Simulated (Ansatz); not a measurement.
# TaN: the cost of one run

Computed with Ansatz 0.2.0 (DFT PBE, scalar-relativistic, unless a step's input says otherwise).

## (1) Starting point

It takes space group P-6m2 (No. 187, hexagonal). The conventional cell has a = 2.938 Å, b = 2.938 Å, c = 2.883 Å, α = 90.00°, β = 90.00°, γ = 120.00°. Ta (site symmetry -6m2) is surrounded by 6 N at 2.23 Å. N (site symmetry -6m2) has 6 Ta at 2.23 Å as nearest neighbours.

Coordinates:

```
CELL_PARAMETERS angstrom
2.93800 0.00000 0.00000
-1.46900 2.54438 0.00000
0.00000 0.00000 2.88300
ATOMIC_POSITIONS crystal
Ta 0.33333 0.66667 0.50000
N 0.00000 0.00000 0.00000
```

Atoms are numbered in the order of the input: Ta1, N2.

## (2) After the deformation

Space group P-6m2 before, P-6m2 after.

## (3) LAPW, all electrons

input.yaml reads:

```yaml
crystal:
  lattice:
    - [2.8498588926, 0.0, 0.0]
    - [-1.4249294463, 2.4680501983, 0.0]
    - [0.0, 0.0, 2.883]
  atoms:
    - { symbol: Ta, position: [0.3333333333, 0.6666666667, 0.5] }
    - { symbol: "N", position: [0.0, 0.0, 0.0] }
kpoints:
  mp_grid: { grid: [12, 12, 10] }
  band_path:
    path:
      - [0.0, 0.0, 0.0]
      - [0.5, 0.0, 0.0]
      - [0.3333333333, 0.3333333333, 0.0]
      - [0.0, 0.0, 0.0]
      - [0.0, 0.0, 0.5]
      - [0.5, 0.0, 0.5]
      - [0.3333333333, 0.3333333333, 0.5]
      - [0.0, 0.0, 0.5]
      - [0.5, 0.0, 0.5]
    npoints: 5
scf:
  occupations: { method: fermi_dirac, width: 0.02 }
hamiltonian:
  xc: pbe
  pseudopotentials: { kind: all_electron, lapw: { basis_error: 0.0005 } }
output:
  forces: true
  stress: true
  eigenvalues: true
```

Command:

```sh
ansatz run input.yaml --threads 1 --pin off --max-ram 3072MiB --backend cpu --events-out ev --progress --plain --runs-dir out
```

What time and memory should one allow on 1 thread of Intel Xeon Platinum 8488C (Sapphire Rapids), shared host?

About 34 s, with a peak of 0.52 GiB.
